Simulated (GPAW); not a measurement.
Runs of GPAW 26.7.0 on MgO. It takes space group P-6m2 (No. 187, hexagonal). Conventional cell: a = 2.938 Å, b = 2.938 Å, c = 2.680 Å, α = 90.00°, β = 90.00°, γ = 120.00°. Mg (site symmetry -6m2) is surrounded by 6 O at 2.16 Å. O (site symmetry -6m2) has 6 Mg at 2.16 Å as nearest neighbours. Measurements of this composition are mostly on another form, of space group No. 225.

```tsv
task	level	potentials or basis	smearing	band path	band points	gap on the mesh (eV)	pressure (GPa)
band structure	PBEsol+D3(BJ)	PAW data sets generated in the run's folder for this functional, pw	fermi-dirac 0.05 eV	GMKGALHA,LM,KH	100	2.95	-7.2
single point	LDA	the program's PAW data sets (release 1.2.1) made for this functional, pw	gaussian 0.05 eV	-	-	2.97	(a)
electron localisation function	RPBE+D3(BJ)	the program's PAW data sets (release 1.2.1) made for this functional, pw	gaussian 0.05 eV	-	-	3.15	-17.5
single point	RPBE	the program's PAW data sets (release 1.2.1) made for this functional, pw	gaussian 0.02 eV	-	-	3.15	(b)
```

Alike in all rows: no spin polarisation; cell as given; k mesh 10 × 10 × 10; cutoff (eV) 800.

**Question.** Estimate the missing entries.

**Answer.** (a) -9.1; (b) 4.3.

Caveats: so large a pressure means that the cell lies far from this level's equilibrium, or that cutoff or potentials fall short (some runs).

A k mesh can miss the band edges.

Runs at the PBE level aren't shown here.
